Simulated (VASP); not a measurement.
Runs of VASP 6.6.1 on CoO. The structure is hexagonal, space group P-6m2 (No. 187). The conventional cell has a = 2.828 Å, b = 2.828 Å, c = 2.722 Å, α = 90.00°, β = 90.00°, γ = 120.00°. Around Co (site symmetry -6m2) lie 6 O at 2.13 Å. O (site symmetry -6m2) has 6 Co at 2.13 Å as nearest neighbours. The cell was built by a generator and needn't be a form met in nature.

```tsv
task	level	cell	k mesh	cutoff (eV)	smearing	k mesh for the DOS	occupations for the DOS	gap on the mesh (eV)	pressure (GPa)	moment (μB)	relaxed volume (Å³/atom)
relaxation of cell and atoms	PBE+D3	relaxed	8 × 8 × 7	600	fermi-dirac 0.05 eV	-	-	none	0.0	3.00	(a)
relaxation of cell and atoms	revPBE	relaxed	8 × 8 × 7	600	fermi-dirac 0.05 eV	-	-	none	0.0	3.00	9.65
relaxation of cell and atoms	vdW-DF-cx	relaxed	8 × 8 × 7	600	fermi-dirac 0.05 eV	-	-	none	0.0	3.00	9.00
electron localisation function	PBEsol	as given	11 × 11 × 10	520	gaussian 0.02 eV	-	-	none	-10.6	3.00	-
relaxation of cell and atoms	PW91	relaxed	8 × 8 × 7	600	fermi-dirac 0.05 eV	-	-	none	0.1	3.00	9.37
density of states	PBE	as given	11 × 11 × 10	520	gaussian 0.02 eV	17 × 17 × 15	tetrahedron	-	-	3.00	-
relaxation of cell and atoms	PBE+TS-HI	relaxed	8 × 8 × 7	600	fermi-dirac 0.05 eV	-	-	none	0.1	3.00	9.18
relaxation of cell and atoms	PBE	relaxed	8 × 8 × 7	600	fermi-dirac 0.05 eV	-	-	none	0.1	3.00	(b)
```

Alike in all rows: potentials or basis VASP PAW PBE potentials, release 64 (Co, O); spin collinear, ferromagnetic start.

**Question.** Estimate the missing entries.

**Answer.** (a) 9.25; (b) 9.40.

Caveats: a cell with one magnetic atom can't hold antiferromagnetic order, which such compounds often take; semilocal functionals often make such compounds metallic where correlation or magnetic order opens a gap, which also shifts bond lengths; the PAW data sets were made with another functional, which shifts forces and pressure a little (some runs); pairwise dispersion overbinds metals, which lowers pressure and volume (some runs).

A k mesh can miss the band edges.

A gap of «none» marks a metal or a gap under the smearing width.

Not every run made on this cell is shown here.
